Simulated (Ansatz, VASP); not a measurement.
One calculation of MgO, two programs

```
Mg O
1.0
     0.00000    2.13515    2.13515
     2.13515    0.00000    2.13515
     2.13515    2.13515    0.00000
Mg O
1 1
Direct
  0.00000 0.00000 0.00000
  0.50000 0.50000 0.50000
```

Alike in both runs: task relaxation of cell and atoms; functional PBE; k mesh 10 × 10 × 10; occupations gaussian, width 0.02 eV; no spin polarisation.

```csv
,VASP,Ansatz
version,VASP 6.6.1,Ansatz 0.2.0
potentials or method,"VASP PAW PBE potentials, release 64 (Mg, O)","scalar-relativistic, plane waves, PAW"
plane-wave cutoff (eV),600,420
valence electrons in the cell,8,16
```

VASP gave:

```
gap on the k mesh at the Fermi level, each at its own relaxed structure (eV) : 4.51
relaxed volume (Å³/atom)                                                     : 9.56
relaxed cell length with the largest relative difference (Å)                 : 3.001
energy change over the relaxation (meV/atom)                                 : -1
```

What did Ansatz give for the same quantities?

gap on the k mesh at the Fermi level, each at its own relaxed structure (eV): 4.46; relaxed volume (Å³/atom): 9.63; relaxed cell length with the largest relative difference (Å): 3.009; energy change over the relaxation (meV/atom): -1.

The two sets of potentials don't hold the same shells in valence.

PBE gaps usually lie below the measured ones, often by a third to a half.
